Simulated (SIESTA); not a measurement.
Runs of SIESTA 5.4.2 on P. It takes space group Cmce (No. 64, orthorhombic). Conventional cell: a = 3.295 Å, b = 10.930 Å, c = 4.544 Å, α = 90.00°, β = 90.00°, γ = 90.00°. P (site symmetry m) has 3 P at 2.20 to 2.25 Å as nearest neighbours. 

```csv
level,potentials or basis,energy shift,gap on the mesh (eV),pressure (GPa),largest force (eV/Å)
PBEsol,"PseudoDojo 0.4 standard (PBEsol files), DZP (energy shift 0.003 Ry)",0.003 Ry,0.05,0.9,0.56
vdW-DF-cx,"PseudoDojo 0.4 standard (PBE files), DZP (energy shift 0.003 Ry)",0.003 Ry,(c),2.4,0.81
PBEsol,"PseudoDojo 0.4 standard (PBEsol files), SZP (energy shift 0.003 Ry)",0.003 Ry,(b),5.5,(d)
PBE,"PseudoDojo 0.4 standard (PBE files), DZP (energy shift 0.01 Ry)",0.01 Ry,0.16,(a),0.62
```

Alike in all rows: task band structure; no spin polarisation; cell as given; k mesh 8 × 8 × 6; smearing fermi-dirac 0.05 eV; grid cutoff 500 Ry.

Q: Fill in the values left out.

A: (a) 2.6; (b) 0.08; (c) 0.09; (d) 1.71.

Caveats: the basis of atomic orbitals isn't converged, which shifts pressures, moduli and gaps; the potentials were made for another functional, which shifts forces and pressure (some runs); forces of over 1 eV/Å show positions far from the minimum, so gaps and moduli don't describe the material at rest (some runs).

